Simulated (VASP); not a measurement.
MoS2:

```
CELL_PARAMETERS angstrom
0.00000 2.99595 2.99595
2.99595 0.00000 2.99595
2.99595 2.99595 0.00000
ATOMIC_POSITIONS crystal
Mo 0.00000 0.00000 0.00000
S 0.25000 0.25000 0.25000
S 0.75000 0.75000 0.75000
```

Measurements of this composition are mostly on another form, of space group No. 194.

Program: VASP 6.6.1. Alike in all runs: task single point; potentials or basis VASP PAW PBE potentials, release 64 (Mo_sv, S); cell as given; k mesh 6 × 6 × 6; cutoff (eV) 520; smearing gaussian 0.05 eV.

Q: Order these runs on this cell by their pressure, lowest first.
A. level PBE+U; spin collinear, random start; U Mo d U = 2 eV
B. level PBEsol+U; spin off; U Mo d U = 6 eV
C. level PBE+U; spin off; U Mo d U = 5 eV

A: B (-7.5 GPa), C (-3.6 GPa), A (0.6 GPa).

Caveats: U without spin polarisation on a metal has little footing (some runs); the PAW data sets were made with another functional, which shifts forces and pressure a little (some runs).

Not every run made on this cell is shown here.
